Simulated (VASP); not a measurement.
# PtS2 (P-3m1) in VASP: notebook

The runs below take PtS2 through single point, with PBE.

Everything below comes from runs of VASP 6.6.1. Logs are shortened: lines on timing, memory, paths and dates and some standing lists are left out, and cuts for length are marked.

### Step 1. The crystal as given

The structure is trigonal, space group P-3m1 (No. 164). The conventional cell has a = 3.543 Å, b = 3.543 Å, c = 5.039 Å, α = 90.00°, β = 90.00°, γ = 120.00°. Around Pt (site symmetry -3m) lie 6 S at 2.34 Å. Around S (site symmetry 3m) lie 3 Pt at 2.34 Å.

### Step 2. Single point, PBE, spin-orbit coupling, no magnetisation

INCAR reads:

```
PREC     = Accurate       # precision mode
ENCUT    = 650            # plane-wave cutoff, eV
EDIFF    = 1E-7           # SCF threshold, eV
ISMEAR   = 0              # smearing method
SIGMA    = 0.02           # smearing width, eV
LREAL    = False          # projectors in reciprocal space
LASPH    = True           # aspherical terms in the spheres
NELM     = 100            # most SCF steps
ALGO     = Normal         # electronic algorithm
ISIF     = 2              # what is computed and relaxed
LWAVE    = False          # write WAVECAR
LCHARG   = False          # write CHGCAR
LNONCOLLINEAR= True           # non-collinear magnetism
MAGMOM   = 0 0 0 0 0 0 0 0 0 # initial moments
LORBIT   = 11             # projections on sites
LSORBIT  = True           # spin-orbit coupling
GGA_COMPAT= False        
LMAXMIX  = 4              # l up to which the mixer works
GGA      = PE             # functional
NBANDS   = 38             # bands
```

KPOINTS reads:

```
regular mesh
0
Gamma
  6 6 4
```

POSCAR reads:

```
PtS2
1.0
    3.5432000000      0.0000000000      0.0000000000
   -1.7716000000      3.0685012107      0.0000000000
    0.0000000000      0.0000000000      5.0388000000
Pt S
1 2
Direct
    0.0000000000      0.0000000000      0.0000000000
    0.6666666667      0.3333333333      0.7730000000
    0.3333333333      0.6666666667      0.2270000000
```

Potentials or basis: VASP PAW PBE potentials, release 64 (Pt, S).

On the command line:

```
$ cat potpaw_PBE.64/Pt/POTCAR potpaw_PBE.64/S/POTCAR > POTCAR
$ mpirun -np 1 vasp_ncl > vasp.out
```

OUTCAR:

```text
PREC = Accurate
   ENCUT = 650
   EDIFF = 1E-7
   ISMEAR = 0
   LREAL = False
   LASPH = True
   NELM = 100
   ISIF = 2
   LNONCOLLINEAR = True
   LORBIT = 11
   LSORBIT = True
   GGA = PE

 Found     24 irreducible k-points:

 Following reciprocal coordinates:
            Coordinates               Weight
  0.000000  0.000000  0.000000      1.000000
  0.166667 -0.000000  0.000000      6.000000
  0.333333 -0.000000  0.000000      6.000000
  0.500000 -0.000000  0.000000      3.000000
  0.166667  0.166667  0.000000      6.000000
  0.333333  0.166667  0.000000     12.000000
   k-points           NKPTS =     24   k-points in BZ     NKDIM =     24   number of bands    NBANDS=     38
   number of dos      NEDOS =    301   number of ions     NIONS =      3
   total plane-waves  NPLWV =  37800
   dimension x,y,z NGX =    30 NGY =   30 NGZ =   42
   dimension x,y,z NGXF=    60 NGYF=   60 NGZF=   84
   ions per type =               1   2
   NGX,Y,Z   is equivalent  to a cutoff of  14.08, 14.08, 13.86 a.u.
   NGXF,Y,Z  is equivalent  to a cutoff of  28.15, 28.15, 27.71 a.u.
 SYSTEM =  unknown system
   PREC   = accura    normal or accurate (medium, high low for compatibility)
   ISTART =      0    job   : 0-new  1-cont  2-samecut
   ICHARG =      2    charge: 1-file 2-atom 10-const
   ISPIN  =      1    spin polarized calculation?
   LNONCOLLINEAR =      T non collinear calculations
   LSORBIT =      T    spin-orbit coupling
   LASPH  =      T    aspherical Exc in radial PAW
   ENCUT  =  650.0 eV  47.77 Ry    6.91 a.u.   7.37  7.37 10.47*2*pi/ulx,y,z
   NELM   =    100;   NELMIN=  2; NELMDL= -5     # of ELM steps
   EDIFF  = 0.1E-06   stopping-criterion for ELM
   LREAL  =      F    real-space projection
   EDIFFG = 0.1E-05   stopping-criterion for IOM
   NSW    =      0    number of steps for IOM
   IBRION =     -1    ionic relax: 0-MD 1-quasi-New 2-CG
   NFREE  =      0    steps in history (QN), initial steepest desc. (CG)
   ISIF   =      2    stress and relaxation
   ISYM   =      2    0-nonsym 1-usesym 2-fastsym
   POTIM  = 0.5000    time-step for ionic-motion
   TEBEG  =    0.0;   TEEND  =   0.0 temperature during run
   PSTRESS=    0.0 pullay stress
   NELECT =      22.0000    total number of electrons
   NUPDOWN=      -1.0000    fix difference up-down
   EMIN   =  10.00;   EMAX   =-10.00  energy-range for DOS
   EFERMI =   0.00;   METHOD = LEGACY
   ISMEAR =     0;   SIGMA  =   0.02  broadening in eV -4-tet -1-fermi 0-gaus
   EFERMI_NEDOS =   21; number of points for ismear=-14 and -15
   IALGO  =     38    algorithm
   IMIX   =      4    mixing-type and parameters
[... 275 lines left out ...]
  Total        4.0109058      4.0109058      3.5881576      0.0000000      0.0000000      0.0000000
  in kB      117.3016061    117.3016061    104.9380545      0.0000000      0.0000000      0.0000000
  external PRESSURE =     113.1804222 kB  Pullay stress =       0.0000000 kB

 VOLUME and BASIS-vectors are now :
 -----------------------------------------------------------------------------
  energy-cutoff  :      650.00
  volume of cell :       54.78
      direct lattice vectors                 reciprocal lattice vectors
     3.543200000  0.000000000  0.000000000     0.282230752  0.162946001  0.000000000
    -1.771600000  3.068501211  0.000000000     0.000000000  0.325892001  0.000000000
     0.000000000  0.000000000  5.038800000     0.000000000  0.000000000  0.198459951

 POSITION                                       TOTAL-FORCE (eV/Angst)
 -----------------------------------------------------------------------------------
      0.00000      0.00000      0.00000        -0.000000      0.000000      0.000000
      1.77160      1.02283      3.89499        -0.000000      0.000000     -1.245325
     -0.00000      2.04567      1.14381         0.000000     -0.000000      1.245325
 -----------------------------------------------------------------------------------
    total drift:                                0.000000      0.000000      0.000000

  FREE ENERGIE OF THE ION-ELECTRON SYSTEM (eV)
  ---------------------------------------------------
  free  energy   TOTEN  =       -15.6501723730 eV

  energy  without entropy=      -15.6501723730  energy(sigma->0) =      -15.65017237

 Spin-Orbit-Coupling matrix elements

 Ion:    1  E_soc:     -0.7614308
 l=   1
     0.0000000    -0.0371973    -0.0396294
    -0.0371973     0.0000000    -0.0371973
    -0.0396294    -0.0371973     0.0000000
 l=   2
     0.0000000    -0.0197830     0.0000000    -0.0197830    -0.0680445
    -0.0197830     0.0000000    -0.0477631    -0.0239887    -0.0197830
     0.0000000    -0.0477631     0.0000000    -0.0477631     0.0000000
    -0.0197830    -0.0239887    -0.0477631     0.0000000    -0.0197830
    -0.0680445    -0.0197830     0.0000000    -0.0197830     0.0000000
 l=   3
     0.0000000     0.0000000     0.0000000     0.0000000     0.0000000     0.0000000     0.0000000
     0.0000000     0.0000000     0.0000000     0.0000000     0.0000000     0.0000000     0.0000000
     0.0000000     0.0000000     0.0000000     0.0000000     0.0000000     0.0000000     0.0000000
     0.0000000     0.0000000     0.0000000     0.0000000     0.0000000     0.0000000     0.0000000
[... 29 lines left out ...]
 l=   2
     0.0000000     0.0000000     0.0000000     0.0000000     0.0000000
     0.0000000     0.0000000     0.0000000     0.0000000     0.0000000
     0.0000000     0.0000000     0.0000000     0.0000000     0.0000000
     0.0000000     0.0000000     0.0000000     0.0000000     0.0000000
     0.0000000     0.0000000     0.0000000     0.0000000     0.0000000
 l=   3
     0.0000000     0.0000000     0.0000000     0.0000000     0.0000000     0.0000000     0.0000000
     0.0000000     0.0000000     0.0000000     0.0000000     0.0000000     0.0000000     0.0000000
     0.0000000     0.0000000     0.0000000     0.0000000     0.0000000     0.0000000     0.0000000
     0.0000000     0.0000000     0.0000000     0.0000000     0.0000000     0.0000000     0.0000000
     0.0000000     0.0000000     0.0000000     0.0000000     0.0000000     0.0000000     0.0000000
     0.0000000     0.0000000     0.0000000     0.0000000     0.0000000     0.0000000     0.0000000
     0.0000000     0.0000000     0.0000000     0.0000000     0.0000000     0.0000000     0.0000000

 total charge

# of ion       s       p       d       tot
------------------------------------------
    1        0.732   0.889   8.009   9.630
    2        1.359   2.311   0.000   3.670
    3        1.359   2.311   0.000   3.670
--------------------------------------------------
tot          3.451   5.510   8.009  16.970

 magnetization (x)

# of ion       s       p       d       tot
------------------------------------------
    1        0.000  -0.000  -0.000  -0.000
    2        0.000  -0.000   0.000  -0.000
    3       -0.000  -0.000   0.000  -0.000
--------------------------------------------------
tot         -0.000  -0.000  -0.000  -0.000

 magnetization (y)

# of ion       s       p       d       tot
------------------------------------------
    1        0.000   0.000   0.000   0.000
    2        0.000   0.000   0.000   0.000
    3        0.000  -0.000   0.000  -0.000
--------------------------------------------------
tot          0.000   0.000   0.000   0.000

 magnetization (z)

# of ion       s       p       d       tot
------------------------------------------
    1        0.000  -0.000   0.000  -0.000
    2        0.000   0.000   0.000   0.000
    3        0.000   0.000   0.000   0.000
--------------------------------------------------
tot          0.000  -0.000   0.000  -0.000
```

OSZICAR:

```text
N       E                     dE             d eps       ncg     rms          rms(c)
DAV:   1     0.137635806175E+03    0.13764E+03   -0.11511E+04  1824   0.126E+03
DAV:   2    -0.827397396852E+01   -0.14591E+03   -0.13684E+03  2158   0.246E+02
DAV:   3    -0.169577952268E+02   -0.86838E+01   -0.85567E+01  2260   0.576E+01
DAV:   4    -0.170853641083E+02   -0.12757E+00   -0.12741E+00  2244   0.769E+00
DAV:   5    -0.170878123727E+02   -0.24483E-02   -0.24480E-02  2282   0.106E+00    0.220E+01
DAV:   6    -0.158597169274E+02    0.12281E+01   -0.46063E+00  1964   0.235E+01    0.139E+01
DAV:   7    -0.156784167710E+02    0.18130E+00   -0.97965E-01  1946   0.101E+01    0.705E+00
DAV:   8    -0.156564118264E+02    0.22005E-01   -0.47619E-02  2122   0.136E+00    0.259E+00
DAV:   9    -0.156501010292E+02    0.63108E-02   -0.80765E-03  2086   0.985E-01    0.503E-01
DAV:  10    -0.156500631984E+02    0.37831E-04   -0.23560E-03  2224   0.360E-01    0.156E-01
DAV:  11    -0.156501426131E+02   -0.79415E-04   -0.19009E-04  2088   0.103E-01    0.914E-02
DAV:  12    -0.156501677215E+02   -0.25108E-04   -0.20905E-05  2152   0.366E-02    0.294E-02
DAV:  13    -0.156501711007E+02   -0.33792E-05   -0.50395E-06  2102   0.189E-02    0.952E-03
DAV:  14    -0.156501719440E+02   -0.84326E-06   -0.13674E-06  2206   0.814E-03    0.438E-03
DAV:  15    -0.156501722485E+02   -0.30446E-06   -0.95697E-08  1874   0.273E-03    0.145E-03
DAV:  16    -0.156501723596E+02   -0.11111E-06   -0.10433E-07  1716   0.190E-03    0.772E-04
DAV:  17    -0.156501723730E+02   -0.13428E-07   -0.60089E-09  1176   0.628E-04
   1 F= -.15650172E+02 E0= -.15650172E+02  d E =-.246982E-21  mag=    -0.0000    -0.0000    -0.0000
```

It took 95 s on 1 thread of AMD EPYC 9R45 (Zen 5), shared host; peak memory 0.35 GiB.

The run converged, but some of its settings lie outside the range that counts as converged, so its numbers aren't taken as properties of the crystal.

Results:

```
Free energy                                           : -15.6502 eV
Pressure                                              : 11.3 GPa
Largest force                                         : 1.245 eV/Å
Valence electrons inside the program's atomic spheres : Pt 9.63; S 3.67
```

Caveat: forces of over 1 eV/Å show positions far from the minimum, so gaps and moduli don't describe the material at rest.

(Part 1 of 2 ends here.)
